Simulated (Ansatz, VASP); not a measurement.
# Bi: VASP beside Ansatz

Contents of INCAR:

```
ALGO = Normal
EDIFF = 1E-6
ENCUT = 520
GGA = PS
ISIF = 2
ISMEAR = 0
LASPH = T
LCHARG = F
LREAL = F
LWAVE = F
NBANDS = 38
NELM = 80
PREC = Accurate
SIGMA = 0.1
```

The input KPOINTS:

```
k-points
0
Gamma
  6 6 2
```

The input POSCAR:

```
Bi
1.0
    3.7467851482      0.0000000000      0.0000000000
   -1.8733925741      3.2448111209      0.0000000000
    0.0000000000      0.0000000000     12.0841216167
Bi
4
Direct
    0.0000000000      0.0000000000      0.0000000000
    0.0000000000      0.0000000000      0.5000000000
    0.3333333333      0.6666666667      0.7500000000
    0.6666666667      0.3333333333      0.2500000000
```

Input for Ansatz:

```yaml
crystal:
  lattice:
    - [3.7467851482, 0.0, 0.0]
    - [-1.8733925741, 3.2448111209, 0.0]
    - [0.0, 0.0, 12.0841216167]
  atoms:
    - { symbol: Bi, position: [0.0, 0.0, 0.0] }
    - { symbol: Bi, position: [0.0, 0.0, 0.5] }
    - { symbol: Bi, position: [0.3333333333, 0.6666666667, 0.75] }
    - { symbol: Bi, position: [0.6666666667, 0.3333333333, 0.25] }
basis:
  ecutwfc: 420
kpoints:
  mp_grid: { grid: [6, 6, 2] }
hamiltonian:
  xc: pbesol
scf:
  occupations: { method: gaussian, width: 0.1 }
  lower_state_search: "off"
output:
  forces: true
  stress: true
  eigenvalues: true
```

Alike in both runs: task single point; functional PBEsol; k mesh 6 × 6 × 2; occupations gaussian, width 0.1 eV; no spin polarisation.

```csv
,VASP,Ansatz
version,VASP 6.6.1,Ansatz 0.2.0
potentials or method,"VASP PAW PBE potentials, release 64 (Bi_d)","scalar-relativistic, plane waves, PAW"
plane-wave cutoff (eV),520,420
valence electrons in the cell,60,60
```

VASP gave:

* gap on the k mesh at the Fermi level (eV): none
* pressure (GPa): -8.0
* largest component of the traceless stress (GPa): 1.25

Task: Estimate Ansatz's values.

Result: gap on the k mesh at the Fermi level (eV): none; pressure (GPa): -8.0; largest component of the traceless stress (GPa): 1.26.

A gap of «none» marks a metal or a gap that the smearing closes.

Caveats: the PAW data sets were made with another functional, which shifts forces and pressure a little (VASP); spin-orbit coupling is left out, which moves the levels of the heavy elements.
